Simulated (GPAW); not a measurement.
# CdSe (Cadmoselite) (P6_3mc) in GPAW: notebook

The runs below take CdSe (Cadmoselite) through equation of state, band structure, with LDA, OLYP.

All numbers are computed with GPAW 26.7.0; they aren't measurements. Logs are shortened: lines on timing, memory, paths and dates and some standing lists are left out, and cuts for length are marked. The log counts tension as positive stress, the text compression.

**What was measured.**

A printed reference work, data compilation reports, for a bulk crystal of CdSe at 2 K: band gap 1.841 eV.

How close the calculation comes is told below.

### Step 1. The structure

It takes space group P6_3mc (No. 186, hexagonal). The conventional cell has a = 4.300 Å, b = 4.300 Å, c = 7.020 Å, α = 90.00°, β = 90.00°, γ = 120.00°. Around Cd (site symmetry 3m) lie 4 Se at 2.61 to 2.70 Å. Around Se (site symmetry 3m) lie 4 Cd at 2.61 to 2.70 Å.

### Step 2. Equation of state, LDA

Contents of run.py:

```python
from ase.eos import EquationOfState
from ase.io import Trajectory
from ase.spacegroup import crystal
from ase.units import GPa
from gpaw import GPAW, PW, setup_paths

setup_paths.insert(0, '.')

# Cd 2b
# Se 2b
atoms = crystal(['Cd', 'Se'],
                basis=[[0.6666666667, 0.3333333333, 0.5],
                       [0.6666666667, 0.3333333333, 0.885]],
                spacegroup=186, setting=1,  # P6_3mc
                cellpar=[4.3, 4.3, 7.02, 90.0, 90.0, 120.0],
                primitive_cell=True)

traj = Trajectory('eos.traj', 'w')
volumes, energies = [], []
for x in [0.94, 0.96, 0.98, 1.0, 1.02, 1.04, 1.06]:
    a = atoms.copy()
    a.set_cell(atoms.cell * x**(1 / 3), scale_atoms=True)
    calc = GPAW(mode=PW(600),
                xc='LDA',
                kpts={'size': (5, 5, 3), 'gamma': True},
                occupations={'name': 'fermi-dirac', 'width': 0.05},
                setups={'Cd': 'jth', 'Se': 'jth'},
                nbands=-13,
                convergence={'density': 1e-05, 'energy': 1e-05},
                maxiter=150,
                txt=f'eos-{x:.2f}.txt')
    a.calc = calc
    energies.append(a.get_potential_energy(force_consistent=True))
    volumes.append(a.get_volume())
    p = -a.get_stress()[:3].mean() / GPa
    calc.write(f'eos-{x:.2f}.gpw')
    traj.write(a)
    print(f'{x:.2f} {volumes[-1]:10.4f} A^3 {energies[-1]:14.6f} eV {p:9.3f} GPa', flush=True)

v0, e0, B = EquationOfState(volumes, energies, eos='birchmurnaghan').fit()
print(f'V0 = {v0:.4f} A^3, E0 = {e0:.6f} eV, B0 = {B / GPa:.2f} GPa')
```

Potentials or basis: JTH PAW 2.0, LDA, pw.

The run is started by

```bash
> OMP_NUM_THREADS=1 python run.py
```

Standard output:

```text
__  _  _
 | _ |_)|_||  |
 |__||  | ||/\| - 26.7.0

Input parameters:
  mode=PW(ecut=600.0),
  convergence={'density': 1e-05, 'energy': 1e-05},
  kpts=MonkhorstPack(size=(5, 5, 3), gamma=True),
  maxiter=150,
  nbands=-13,
  occupations=Occupations(name='fermi-dirac', width=0.05),
  setups={'Cd': 'jth', 'Se': 'jth'},
  xc=XC(name='LDA')

Diagonalizing LCAO Hamiltonian
Converting LCAO to pw mode

            Se

            Cd
        Se

        Cd

Atoms  # Å, Bohr magnetons
|   | symbol |         x |        y |        z |    initial magnetic moments |
|---|--------|-----------|----------|----------|-----------------------------|
| 0 |     Cd |  2.106110 | 1.215963 | 3.438347 | ( 0.0000,  0.0000,  0.0000) |
| 1 |     Cd | -0.000000 | 2.431927 | 0.000000 | ( 0.0000,  0.0000,  0.0000) |
| 2 |     Se |  2.106110 | 1.215963 | 6.085875 | ( 0.0000,  0.0000,  0.0000) |
| 3 |     Se | -0.000000 | 2.431927 | 2.647527 | ( 0.0000,  0.0000,  0.0000) |

Unit cell  # Å
| periodic |         x |        y |        z |  lengths |     angles |
|----------|-----------|----------|----------|----------|------------|
|      yes |  4.212220 | 0.000000 | 0.000000 | 4.212220 |  90.000000 |
|      yes | -2.106110 | 3.647890 | 0.000000 | 4.212220 |  90.000000 |
|      yes |  0.000000 | 0.000000 | 6.876694 | 6.876694 | 120.000000 |

Number of symmetries: 6
Symmetry operations  # r_c * U_cc + t_c -> r_c
|   | kind |            matrix            |
|---|------|------------------------------|
| 0 |  σ   |  1, 1, 0,  0,-1, 0,  0, 0, 1 |
| 1 |  E   |  1, 0, 0,  0, 1, 0,  0, 0, 1 |
| 2 |  C3  |  0, 1, 0, -1,-1, 0,  0, 0, 1 |
| 3 |  σ   |  0,-1, 0, -1, 0, 0,  0, 0, 1 |
| 4 |  σ   | -1, 0, 0,  1, 1, 0,  0, 0, 1 |
| 5 |  C3  | -1,-1, 0,  1, 0, 0,  0, 0, 1 |

BZ-sampling:
  Number of BZ points: 75
  Number of IBZ points: 12

  Monkhorst-Pack size: [5, 5, 3]
  Monkhorst-Pack shift: [0, 0, 0]

K-points  # in reciprocal-cell coordinates
|     |                                coordinates |     weight |
|-----|--------------------------------------------|------------|
|   0 | (  0.00000000,   0.00000000,   0.00000000) | 0.01333333 |
|   1 | (  0.00000000,   0.00000000,   0.33333333) | 0.02666667 |
|   2 | (  0.20000000,   0.00000000,  -0.33333333) | 0.08000000 |
|   3 | (  0.20000000,   0.00000000,   0.00000000) | 0.08000000 |
|   4 | (  0.20000000,   0.00000000,   0.33333333) | 0.08000000 |
|   5 | (  0.40000000,  -0.20000000,   0.00000000) | 0.08000000 |
|   6 | (  0.40000000,  -0.20000000,   0.33333333) | 0.16000000 |
|   7 | (  0.40000000,   0.00000000,  -0.33333333) | 0.08000000 |
|   8 | (  0.40000000,   0.00000000,   0.00000000) | 0.08000000 |
|   9 | (  0.40000000,   0.00000000,   0.33333333) | 0.08000000 |
| ... |                                            |            |
|  11 | (  0.40000000,   0.40000000,   0.33333333) | 0.16000000 |

Plane wave coefficients: 3574
Cutoff: 600.0 eV

Spin-components: 1 (collinear spins)
Bands:           31
Projectors:      20
Spin-degeneracy: 2
Datatype:        complex128

Parallelization:
  kpt:    1
  domain: 1
  band:   1

Density:
  Valence electrons: 36.0
  Components: 1
  Grid points: [24 24 40]
  Charge: 0.0  # |e|

Potential:
  Grid points: [24 24 40]

species:
  Cd:
    name:    Cadmium
    Z:       48.0
    valence: 12
    core:    36
    charge:  0.0  # [|e|]
    compensation charges:
      type: bessel
      rc: 1.22  # [Å]
      lmax: 2
    cutoffs:
      filter: 1.32  # [Å]
      core: 2.68  # [Å]
    projectors
    | kind |    occ | energy [eV] | rcut [Å] |
    |------|--------|-------------|----------|
    |   5s |  2.000 |      -5.955 |    1.167 |
    |    s |        |      40.817 |    1.167 |
    |   5p |  0.000 |      -1.326 |    1.324 |
    |    p |        |      61.226 |    1.324 |
    |   4d | 10.000 |     -11.899 |    0.957 |
    |    d |        |      27.211 |    0.957 |

    Using partial waves for Cd as LCAO basis

  Se:
    name:    Selenium
    Z:       34.0
    valence: 6
    core:    28
    charge:  0.0  # [|e|]
    compensation charges:
      type: bessel
      rc: 1.06  # [Å]
      lmax: 2
    cutoffs:
      filter: 1.17  # [Å]
      core: 2.70  # [Å]
    projectors
    | kind |    occ | energy [eV] | rcut [Å] |
    |------|--------|-------------|----------|
    |   4s |  2.000 |     -17.483 |    1.170 |
    |    s |        |      20.409 |    1.170 |
    |   4p |  4.000 |      -6.655 |    1.008 |
    |    p |        |      40.817 |    1.008 |

    Using partial waves for Se as LCAO basis

Reference energy: -436274.753077  # eV

eigensolver:
  PPCG
  Converge bands: occupied
  niter=2

density mixing:
  MSR1-Mixer
  Pratt-step length: 0.05
  Maximum mixing coefficient: 0.75
  Old densities: 10
  SVD Regularization: 0.005
  Good broyden scale: 1.0
  Trust region scale: 1.0
  Backstep threshold: 4.0
  History deletion threshold: 6.0
  Fourier metric: weight=20.0, sigma=0.015

occupation numbers:
  Fermi-Dirac:
    width: 0.0500  # eV

poisson solver:
  ecut: 4800.0  # eV

xc functional:
  name: None

convergence criteria:
- Maximum integral of absolute [dens]ity change: 1e-05 electrons / valence electron
- Maximum [total energy] change in last 3 cyles: 1e-05 eV / valence electron
- Maximum integral of absolute [eigenst]ate change: 4e-08 eV^2 / valence electron
maximum number of iterations: 150

SCF iterations
|iter     | |      energy | eigst |  dens |
|---------|-|-------------|-------|-------|
|iter:   1| |  -12.574332 | -0.37 |       |
|iter:   2| |  -12.430827 | -2.26 | -1.21 |
|iter:   3| |  -11.879443 | -1.53 | -1.25 |
|iter:   4| |  -11.870777 | -3.64 | -1.89 |
|iter:   5| |  -11.868994 | -4.02 | -2.29 |
|iter:   6| |  -11.869017 | -5.06 | -3.42 |
|iter:   7| |  -11.869035c| -5.32 | -3.70 |
|iter:   8| |  -11.869045c| -5.59 | -4.76 |
|iter:   9| |  -11.869051c| -5.79 | -5.03c|
|iter:  10| |  -11.869054c| -6.01 | -5.11c|
|iter:  11| |  -11.869056c| -6.24 | -5.25c|
|iter:  12| |  -11.869057c| -6.61 | -5.45c|
|iter:  13| |  -11.869057c| -6.83 | -5.66c|
|iter:  14| |  -11.869057c| -7.10 | -5.72c|
|iter:  15| |  -11.869058c| -7.54c| -5.81c|

Converged in 15 steps
Energy contributions relative to reference atoms: (reference = -436274.753077)

Energy contributions:
  Kinetic:          21.601228
  Coulomb:         -15.860380
  Zero:             -0.050265
  External:          0.000000
  Xc:              -17.559576
  Entropy:          -0.000128
  Spinorbit:         0.000000
  ----------------------------
  Free energy:     -11.869121
  Extrapolated:    -11.869058

dipole moment: (0.002137, 0.003703, -22.662217)  # |e|*Ang

Fermi level: 2.978
Eigenvalues  # (at kpt = [0.000, 0.000, 0.000])
| band index |      eig [eV] | occ [0-2] |
|------------|---------------|-----------|
|          0 |       -10.378 |     2.000 |
|        ... |               |           |
|         10 |        -4.937 |     2.000 |
|         11 |        -4.619 |     2.000 |
|         12 |        -2.039 |     2.000 |
|         13 |         1.864 |     2.000 |
|         14 |         1.864 |     2.000 |
|         15 |         2.648 |     1.997 |
[... 8 lines left out ...]
|         24 |         9.619 |     0.000 |
|         25 |        10.368 |     0.000 |
|        ... |               |           |
|         30 |        13.678 |     0.000 |

Gap: 0.537 eV
Transition (v -> c):
  (s=0, k=0, n=17, [0.00, 0.00, 0.00]) -> (s=0, k=0, n=18, [0.00, 0.00, 0.00])
No difference between direct/indirect transitions

Stress tensor  # eV/Ang^3
|         x |         y |         z |
|-----------|-----------|-----------|
| -0.016971 |  0.000000 |  0.000000 |
|  0.000000 | -0.016971 |  0.000000 |
|  0.000000 |  0.000000 | -0.001276 |

# Writing to eos-0.94.gpw (mode='')
```

Run time: 3.5 min. Hardware: 1 thread of Intel Xeon Platinum 8375C at 2.90GHz (Ice Lake), shared host; peak memory 0.35 GiB.

What came out:

| Quantity | Value |
| --- | --- |
| Equilibrium volume | 27.21 Å³/atom |
| Bulk modulus at fixed shape and positions | 58 GPa |
| Pressure derivative of the bulk modulus | 4.4 (rough: it moves with the points fitted) |

Energy against volume, from the lowest point:
```tsv
volume (Å³/atom)	energy (meV/atom)
26.416	4.04
26.978	0.00
27.540	0.44
28.102	4.60
28.665	12.42
29.227	23.57
29.789	37.19
```

Caveat: the program truncates these outside data sets; the cell was scaled at fixed shape and fractional positions, which overstates the stiffness of a crystal with free parameters, most of all of layers and chains.

### Step 3. Band structure, OLYP, spin-orbit coupling, no magnetisation

Contents of run.py:

```python
import numpy as np
from ase.dft.bandgap import bandgap
from ase.io import write
from ase.spacegroup import crystal
from ase.units import GPa
from gpaw import GPAW, PW, setup_paths
from gpaw.spinorbit import soc_eigenstates

setup_paths.insert(0, '.')

# Cd 2b
# Se 2b
atoms = crystal(['Cd', 'Se'],
                basis=[[0.6666666667, 0.3333333333, 0.5],
                       [0.6666666667, 0.3333333333, 0.885]],
                spacegroup=186, setting=1,  # P6_3mc
                cellpar=[4.3, 4.3, 7.02, 90.0, 90.0, 120.0],
                primitive_cell=True)

calc = GPAW(mode=PW(600),
            xc='GGA_X_OPTX+GGA_C_LYP',
            kpts={'size': (5, 5, 3), 'gamma': True},
            occupations={'name': 'fermi-dirac', 'width': 0.05},
            nbands=31,
            convergence={'density': 1e-05, 'energy': 1e-05},
            eigensolver='davidson',
            maxiter=150,
            txt='gpaw.txt')
atoms.calc = calc
energy = atoms.get_potential_energy()
forces = atoms.get_forces()
stress = atoms.get_stress()
calc.write('gs.gpw')
write('result.traj', atoms)
print(f'Energy: {energy:.6f} eV')
print('Forces (eV/A):')
print(forces.round(4))
print('Stress (GPa):', (stress / GPa).round(3))
print('Fermi level:', round(calc.get_fermi_level(), 4), 'eV')
print(f'Gap: {bandgap(calc)[0]:.4f} eV, direct: {bandgap(calc, direct=True)[0]:.4f} eV')

path = atoms.cell.bandpath('GMKGALHA,LM,KH', npoints=60, eps=1e-4)
bs_calc = calc.fixed_density(kpts=path, symmetry='off', nbands=52,
                             convergence={'bands': 'CBM+6.0', 'eigenstates': 1e-6}, txt='bands.txt')
bs = bs_calc.band_structure()
bs.write('bs.json')
print(f'Gap on the path: {bandgap(bs_calc)[0]:.4f} eV')

soc = soc_eigenstates(bs_calc, theta=90, phi=45)
np.savetxt('soc_bands.dat', soc.eigenvalues(), fmt='%.4f')
mesh = soc_eigenstates('gs.gpw', theta=90, phi=45)
np.savetxt('soc_mesh.dat', mesh.eigenvalues(), fmt='%.4f')
print('Fermi level with spin-orbit coupling:', round(mesh.fermi_level, 4), 'eV')
```

Potentials or basis: PAW data sets generated in the run's folder for this functional, pw.

The run is started by

```bash
> gpaw-setup -f GGA_X_OPTX+GGA_C_LYP Cd Se
> OMP_NUM_THREADS=1 python run.py
```

gpaw.txt:

```text
__  _  _
 | _ |_)|_||  |
 |__||  | ||/\| - 26.7.0

Input parameters:
  mode=PW(ecut=600.0),
  convergence={'density': 1e-05, 'energy': 1e-05},
  eigensolver=Davidson(niter=2),
  kpts=MonkhorstPack(size=(5, 5, 3), gamma=True),
  maxiter=150,
  nbands=31,
  occupations=Occupations(name='fermi-dirac', width=0.05),
  xc=XC(name='GGA_X_OPTX+GGA_C_LYP')

Diagonalizing LCAO Hamiltonian
Converting LCAO to pw mode

            Se

        Se  Cd

        Cd

Atoms  # Å, Bohr magnetons
|   | symbol |         x |        y |        z |    initial magnetic moments |
|---|--------|-----------|----------|----------|-----------------------------|
| 0 |     Cd |  2.150000 | 1.241303 | 3.510000 | ( 0.0000,  0.0000,  0.0000) |
| 1 |     Cd | -0.000000 | 2.482606 | 0.000000 | ( 0.0000,  0.0000,  0.0000) |
| 2 |     Se |  2.150000 | 1.241303 | 6.212700 | ( 0.0000,  0.0000,  0.0000) |
| 3 |     Se | -0.000000 | 2.482606 | 2.702700 | ( 0.0000,  0.0000,  0.0000) |

Unit cell  # Å
[... 168 lines left out ...]
  Coulomb:         -43.210604
  Zero:              0.108227
  External:          0.000000
  Xc:              -14.586033
  Entropy:          -0.000001
  Spinorbit:         0.000000
  ----------------------------
  Free energy:      -8.906301
  Extrapolated:     -8.906301

dipole moment: (-0.000038, -0.000061, -18.170539)  # |e|*Ang

Fermi level: 4.437
Eigenvalues  # (at kpt = [0.000, 0.000, 0.000])
| band index |      eig [eV] | occ [0-2] |
|------------|---------------|-----------|
|          0 |        -8.638 |     2.000 |
|        ... |               |           |
|         10 |        -3.836 |     2.000 |
|         11 |        -3.534 |     2.000 |
|         12 |        -0.225 |     2.000 |
|         13 |         3.135 |     2.000 |
|         14 |         3.135 |     2.000 |
|         15 |         3.826 |     2.000 |
[... 8 lines left out ...]
|         24 |        11.018 |     0.000 |
|         25 |        12.146 |     0.000 |
|        ... |               |           |
|         30 |        15.654 |     0.000 |

Gap: 1.163 eV
Transition (v -> c):
  (s=0, k=0, n=17, [0.00, 0.00, 0.00]) -> (s=0, k=0, n=18, [0.00, 0.00, 0.00])
No difference between direct/indirect transitions

Forces  # eV/Ang
|        x |        y |        z |
|----------|----------|----------|
| -0.00000 |  0.00000 |  0.27771 |  # Cd   0
|  0.00000 | -0.00000 |  0.27756 |  # Cd   1
|  0.00000 |  0.00000 | -0.27774 |  # Se   2
|  0.00000 |  0.00000 | -0.27766 |  # Se   3

Stress tensor  # eV/Ang^3
|         x |         y |         z |
|-----------|-----------|-----------|
| -0.033082 |  0.000000 | -0.000000 |
|  0.000000 | -0.033082 | -0.000000 |
| -0.000000 | -0.000000 | -0.020965 |

# Writing to gs.gpw (mode='')
```

stdout:

```text
Energy: -8.906301 eV
Forces (eV/A):
[[-0.      0.      0.2777]
 [ 0.     -0.      0.2776]
 [ 0.      0.     -0.2777]
 [ 0.      0.     -0.2777]]
Stress (GPa): [-5.3   -5.3   -3.359 -0.    -0.     0.   ]
Fermi level: 4.4367 eV
Gap: 1.1630 eV, direct: 1.1630 eV
Gap on the path: 1.1630 eV
Fermi level with spin-orbit coupling: 4.4893 eV
```

It took 84 s on 1 thread of Intel Xeon Platinum 8375C at 2.90GHz (Ice Lake), shared host; peak memory 0.5 GiB.

What came out:

* Free energy: -8.9063 eV
* Pressure: 4.7 GPa
* Largest force: 0.278 eV/Å
* Band gap on the k mesh: 1.04 eV, direct
* Band gap along the path: 1.04 eV, direct

Forces in eV/Å, atoms in the order of the input:
```
Cd   0.000  0.000  0.278
Cd   0.000  0.000  0.278
Se   0.000  0.000 -0.278
Se   0.000  0.000 -0.278
```

Stress tensor (GPa, compression positive):
```
5.30 0.00 0.00
0.00 5.30 0.00
0.00 0.00 3.36
```

Levels at the corners of the path, in eV from the valence-band top:
```tsv
point	band 32	band 33	band 34	band 35	band 36	band 37	band 38	band 39	band 40	band 41
Γ	-0.37	0.00	0.00	0.00	0.00	1.04	1.04	2.34	2.34	5.75
M	-1.91	-1.30	-1.30	-0.90	-0.90	3.39	3.39	3.57	3.57	5.14
K	-1.91	-1.86	-1.81	-1.71	-1.71	4.66	4.82	4.82	4.85	4.90
Γ	-0.37	0.00	0.00	0.00	0.00	1.04	1.04	2.34	2.34	5.75
A	-0.61	-0.37	-0.37	-0.37	-0.37	2.54	2.54	2.55	2.55	6.06
L	-1.51	-1.31	-1.31	-1.31	-1.31	3.26	3.26	3.26	3.26	5.00
H	-2.42	-1.18	-1.18	-1.12	-1.12	3.93	3.93	4.00	4.00	6.28
A	-0.61	-0.37	-0.37	-0.37	-0.37	2.54	2.54	2.55	2.55	6.06
L	-1.51	-1.31	-1.31	-1.31	-1.31	3.26	3.26	3.26	3.26	5.00
M	-1.91	-1.30	-1.30	-0.90	-0.90	3.39	3.39	3.57	3.57	5.14
K	-1.91	-1.86	-1.81	-1.71	-1.71	4.66	4.82	4.82	4.85	4.90
H	-2.42	-1.18	-1.18	-1.12	-1.12	3.93	3.93	4.00	4.00	6.28
```

Caveat: spin-orbit coupling was added after a scalar SCF, so levels and gaps hold it while energy, forces, pressure and moments don't; this program's spin-orbit splittings come out too wide for heavy elements.

### Step 4. Comparison with measurements

Step 3. Measured gap of CdSe: 1.841 eV (2 K; a printed reference work, data compilation). This calculation gives 1.04 eV (-0.80 eV). The value is that of OLYP, without temperature or zero-point motion.
